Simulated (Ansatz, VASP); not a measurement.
One calculation of Pt, two programs

INCAR

```
SYSTEM = Pt
  PREC = Accurate
  ENCUT = 520
  EDIFF = 1E-7
  ISMEAR = -1
  SIGMA = 0.05
  LREAL = .False.
  LASPH = .True.
  NELM = 100
  ALGO = Normal
  ISIF = 2
  LWAVE = .False.
  LCHARG = .False.
  GGA = PS
  NBANDS = 11
```

The input KPOINTS:

```
Automatic mesh
0
Gamma
  12 12 12
  0 0 0
```

Contents of POSCAR:

```
Pt
1.0
   -1.6152910255      1.6152910255      1.6152910255
    1.6152910255     -1.6152910255      1.6152910255
    1.6152910255      1.6152910255     -1.6152910255
Pt
1
Direct
    0.0000000000      0.0000000000      0.0000000000
```

File input.yaml:

```yaml
crystal:
  lattice:
    - [-1.6152910255, 1.6152910255, 1.6152910255]
    - [1.6152910255, -1.6152910255, 1.6152910255]
    - [1.6152910255, 1.6152910255, -1.6152910255]
  atoms:
    - { symbol: Pt, position: [0.0, 0.0, 0.0] }
hamiltonian:
  xc: pbesol
  pseudopotentials: { kind: paw }
kpoints:
  mp_grid: { grid: [12, 12, 12] }
scf:
  occupations: { method: fermi_dirac, width: 0.05 }
output:
  forces: true
  stress: true
  eigenvalues: true
```

Change from the starting cell: volume scaled by 1.06.

Alike in both runs: task single point; functional PBEsol; k mesh 12 × 12 × 12; occupations fermi-dirac, width 0.05 eV; no spin polarisation.

|  | VASP | Ansatz |
| --- | --- | --- |
| version | VASP 6.6.1 | Ansatz 0.2.0 |
| potentials or method | VASP PAW PBE potentials, release 64 (Pt) | Ansatz PAW |
| plane-wave cutoff (eV) | 520 | 420 |
| valence electrons in the cell | 10 | 18 |

VASP gave:

| Quantity | Value |
| --- | --- |
| gap on the k mesh at the Fermi level (eV) | none |
| pressure (GPa) | -22.1 |

Which values does Ansatz return?

gap on the k mesh at the Fermi level (eV): none; pressure (GPa): -21.8.

A gap of «none» marks a metal or a gap that the smearing closes. With one functional, cell and mesh, what is left measures potentials, basis and numerics. The two sets of potentials don't hold the same shells in valence.

Caveats: the PAW data sets were made with another functional, which shifts forces and pressure a little (VASP); the PAW data sets come from PBE, with cores solved anew for the run's functional, which leaves a small shift of forces and pressure (Ansatz). Spin-orbit coupling is left out, which matters for the levels of Pt.
